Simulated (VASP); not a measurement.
A run of VASP 6.6.1 is set up as follows.

Contents of INCAR:

```
SYSTEM = AlAs
PREC = Accurate
ENCUT = 600
EDIFF = 1E-6
ISMEAR = 0
SIGMA = 0.03
LREAL = .FALSE.
LASPH = .TRUE.
NELM = 80
ALGO = Normal
ISIF = 3
LWAVE = .FALSE.
LCHARG = .FALSE.
GGA = PS
IBRION = 2
NSW = 90
EDIFFG = -0.01
```

Contents of KPOINTS:

```
Automatic mesh
0
G
  8 8 8
  0 0 0
```

POSCAR

```
AlAs
1.0
    0.0000000000      2.8304000000      2.8304000000
    2.8304000000      0.0000000000      2.8304000000
    2.8304000000      2.8304000000      0.0000000000
Al As
1 1
Direct
    0.0000000000      0.0000000000      0.0000000000
    0.2500000000      0.2500000000      0.2500000000
```

Potentials or basis: VASP PAW PBE potentials, release 64 (Al, As).

Command:

```sh
$ cat potpaw_PBE.64/Al/POTCAR potpaw_PBE.64/As/POTCAR > POTCAR
$ mpirun -np 1 vasp_std > vasp.out
```

(1) Estimate the relaxed volume.

(2) What does it give for the relaxed cell?

(3) Predict the band gap on the k mesh.

Answers

(1) 22.93 Å³/atom.

(2) a = 4.018 Å, b = 4.018 Å, c = 4.018 Å, α = 60.00°, β = 60.00°, γ = 60.00°.

(3) 1.34 eV, indirect (least direct gap 1.89 eV).

Caveat: the PAW data sets were made with another functional, which shifts forces and pressure a little.
